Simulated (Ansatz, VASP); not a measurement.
## Ru: VASP beside Ansatz

Contents of INCAR:

```
ALGO     = Fast           # electronic algorithm
EDIFF    = 1E-6           # SCF threshold, eV
ENCUT    = 520            # plane-wave cutoff, eV
GGA      = PS             # functional
ISIF     = 2              # what is computed and relaxed
ISMEAR   = 0              # smearing method
LASPH    = T              # aspherical terms in the spheres
LCHARG   = F              # write CHGCAR
LREAL    = F              # projectors in reciprocal space
LWAVE    = F              # write WAVECAR
NBANDS   = 21             # bands
NELM     = 100            # most SCF steps
PREC     = Accurate       # precision mode
SIGMA    = 0.15           # smearing width, eV
```

Contents of KPOINTS:

```
k-points
0
Gamma
  18 18 10
```

File POSCAR:

```
Ru
1.0
    2.8027000000      0.0000000000      0.0000000000
   -1.4013500000      2.4272093992      0.0000000000
    0.0000000000      0.0000000000      4.1503000000
Ru
2
Direct
    0.3333333333      0.6666666667      0.2500000000
    0.6666666667      0.3333333333      0.7500000000
```

Input for Ansatz:

```yaml
crystal:
  lattice:
    - [2.8027, 0.0, 0.0]
    - [-1.40135, 2.4272093992, 0.0]
    - [0.0, 0.0, 4.1503]
  atoms:
    - { symbol: Ru, position: [0.3333333333, 0.6666666667, 0.25] }
    - { symbol: Ru, position: [0.6666666667, 0.3333333333, 0.75] }
basis:
  ecutwfc: 420
kpoints:
  mp_grid: { grid: [18, 18, 10] }
hamiltonian:
  xc: pbesol
  pseudopotentials: { kind: paw, azcp: { folder: soft_1 } }
scf:
  occupations: { method: gaussian, width: 0.15 }
output:
  forces: true
  stress: true
  eigenvalues: true
```

Alike in both runs: task single point; functional PBEsol; k mesh 18 × 18 × 10; occupations gaussian, width 0.15 eV; no spin polarisation.

```csv
,VASP,Ansatz
version,VASP 6.6.1,Ansatz 0.2.0
potentials or method,"VASP PAW PBE potentials, release 64 (Ru_pv)","scalar-relativistic, plane waves, PAW"
plane-wave cutoff (eV),520,420
valence electrons in the cell,28,32
```

Ansatz gave:

```
gap on the k mesh at the Fermi level (eV)       : none
pressure (GPa)                                  : -15.3
largest component of the traceless stress (GPa) : 15.69
```

Q: Which values does VASP return?

A: gap on the k mesh at the Fermi level (eV): none; pressure (GPa): -15.5; largest component of the traceless stress (GPa): 15.65.

A gap of «none» marks a metal or a gap that the smearing closes. The two sets of potentials don't hold the same shells in valence. Ansatz warned: «pseudo_functional_mismatch».

Caveats: so large a pressure means that the cell lies far from this level's equilibrium, or that cutoff or potentials fall short (VASP); the potentials were made for another functional, which shifts forces and pressure (VASP).
